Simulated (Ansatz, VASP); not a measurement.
Cd in VASP and in Ansatz

```
CELL_PARAMETERS angstrom
3.01090 0.00000 0.00000
0.00000 3.01090 0.00000
0.00000 0.00000 3.00403
ATOMIC_POSITIONS crystal
Cd 0.50000 0.50000 0.50000
```

Alike in both runs: functional PBE; k mesh 6 × 6 × 6; occupations gaussian, width 0.1 eV; no spin polarisation.

Ansatz relaxed the structure, and its values are those at the end. VASP's run is a single point on that final structure, the one shown.

```csv
,VASP,Ansatz
version,VASP 6.6.1,Ansatz 0.2.0
potentials or method,"VASP PAW PBE potentials, release 64 (Cd)","scalar-relativistic, plane waves, PAW"
plane-wave cutoff (eV),520,420
valence electrons in the cell,12,20
```

VASP gave:

```
gap on the k mesh at the Fermi level (eV) : none
pressure (GPa)                            : 0.3
```

Problem. Estimate Ansatz's values.

Solution. gap on the k mesh at the Fermi level (eV): none; pressure (GPa): 0.1.

A gap of «none» marks a metal or a gap that the smearing closes. With one functional, cell and mesh, what is left measures potentials, basis and numerics. The two sets of potentials don't hold the same shells in valence.
